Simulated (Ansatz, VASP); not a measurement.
LiCl in VASP and in Ansatz

Contents of INCAR:

```
ALGO = Normal
EDIFF = 1E-7
ENCUT = 520
GGA = PE
ISIF = 2
ISMEAR = 0
LASPH = T
LCHARG = T
LELF = T
LREAL = F
LVHAR = T
LWAVE = F
NBANDS = 12
NELM = 100
PREC = Accurate
SIGMA = 0.01
```

KPOINTS

```
k-points
0
Gamma
  6 6 6
```

POSCAR

```
LiCl
1.0
    0.0000000000      2.7330425439      2.7330425439
    2.7330425439      0.0000000000      2.7330425439
    2.7330425439      2.7330425439      0.0000000000
Li Cl
1 1
Direct
    0.0000000000      0.0000000000      0.0000000000
    0.2500000000      0.2500000000      0.2500000000
```

Input for Ansatz:

```yaml
crystal:
  lattice:
    - [0.0, 2.7330425439, 2.7330425439]
    - [2.7330425439, 0.0, 2.7330425439]
    - [2.7330425439, 2.7330425439, 0.0]
  atoms:
    - { symbol: Li, position: [0.0, 0.0, 0.0] }
    - { symbol: Cl, position: [0.25, 0.25, 0.25] }
kpoints:
  mp_grid: { grid: [6, 6, 6] }
hamiltonian:
  xc: pbe
scf:
  occupations: { method: fixed }
  n_extra_bands: 4
output:
  forces: true
  stress: true
  eigenvalues: true
  write_density: true
  write_potential: true
  elf: true
  volumetric_format: npy
```

The cell was built by a generator and needn't be a form met in nature.

Alike in both runs: task single point; functional PBE; k mesh 6 × 6 × 6; no spin polarisation.

|  | VASP | Ansatz |
| --- | --- | --- |
| version | VASP 6.6.1 | Ansatz 0.2.0 |
| potentials or method | VASP PAW PBE potentials, release 64 (Li_sv, Cl) | plane waves, PAW |
| plane-wave cutoff (eV) | 520 | 420 |
| occupations | gaussian, width 0.01 eV | fixed |
| valence electrons in the cell | 10 | 10 |

|  | VASP | Ansatz | Ansatz less VASP |
| --- | --- | --- | --- |
| gap on the k mesh at the Fermi level (eV) | 6.06 | 6.05 | -0.006 |

 A hybrid or GW would open this gap; PBE tends to underestimate it.
